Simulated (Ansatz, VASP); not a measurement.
# SnSe in VASP and in Ansatz

```
CELL_PARAMETERS angstrom
0.00000 3.01000 3.01000
3.01000 0.00000 3.01000
3.01000 3.01000 0.00000
ATOMIC_POSITIONS crystal
Sn 0.00000 0.00000 0.00000
Se 0.50000 0.50000 0.50000
```

Measurements of this composition are mostly on another form, of space group No. 62.

Alike in both runs: task relaxation of cell and atoms; functional BLYP; dispersion D4; k mesh 8 × 8 × 8; occupations fermi-dirac, width 0.05 eV; no spin polarisation.

|  | VASP | Ansatz |
| --- | --- | --- |
| version | VASP 6.6.1 | Ansatz 0.2.0 |
| potentials or method | VASP PAW PBE potentials, release 64 (Sn_d, Se), cutoff 600 eV | all-electron LAPW, scalar-relativistic |

|  | VASP | Ansatz | Ansatz less VASP |
| --- | --- | --- | --- |
| relaxed volume (Å³/atom) | 29.69 | 29.68 | -0.013 |
| relaxed cell length with the largest relative difference (Å) | 4.379 | 4.378 | -0.0006 |
| energy change over the relaxation (meV/atom) | -40 | -39 | +1.8 |

Ansatz ran all-electron here, so the differences hold the error of VASP's frozen core and of both bases.

Caveats: the PAW data sets were made with another functional, which shifts forces and pressure a little (VASP). Zero-point motion and thermal expansion aren't in these numbers. A k mesh can miss the band edges.
